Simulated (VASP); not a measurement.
Here is a VASP 6.6.1 calculation.

Contents of INCAR:

```
SYSTEM = PbS
  PREC = Accurate
  ENCUT = 520
  EDIFF = 1E-6
  ISMEAR = 0
  SIGMA = 0.1
  LREAL = .False.
  LASPH = .True.
  NELM = 100
  ALGO = Fast
  ISIF = 2
  LWAVE = .False.
  LCHARG = .True.
  GGA = PE
  LELF = .True.
  LVHAR = .True.
  NBANDS = 28
```

KPOINTS

```
Automatic mesh
0
Gamma
  6 6 4
  0 0 0
```

The input POSCAR:

```
PbS
1.0
    2.0569418400     -3.5658292650      0.0000000000
    2.0569418400      3.5658292650      0.0000000000
    0.0000000000      0.0000000000      7.5599447400
Pb S
2 2
Direct
    0.0010316600      0.9989683400      0.4867318100
    0.9989683400      0.0010316600      0.9867318100
    0.6671454800      0.3328545200      0.6924681900
    0.3328545200      0.6671454800      0.1924681900
```

Potentials or basis: VASP PAW PBE potentials, release 64 (Pb_d, S).

Launch:

```bash
$ cat potpaw_PBE.64/Pb_d/POTCAR potpaw_PBE.64/S/POTCAR > POTCAR
$ mpirun -np 1 vasp_std > vasp.out
```

Estimate the pressure.

0.9 GPa.

Estimate the largest force.

0.062 eV/Å.

Stress tensor (GPa, compression positive):
```
0.96 0.00 0.00
0.00 0.93 0.00
0.00 0.00 0.82
```
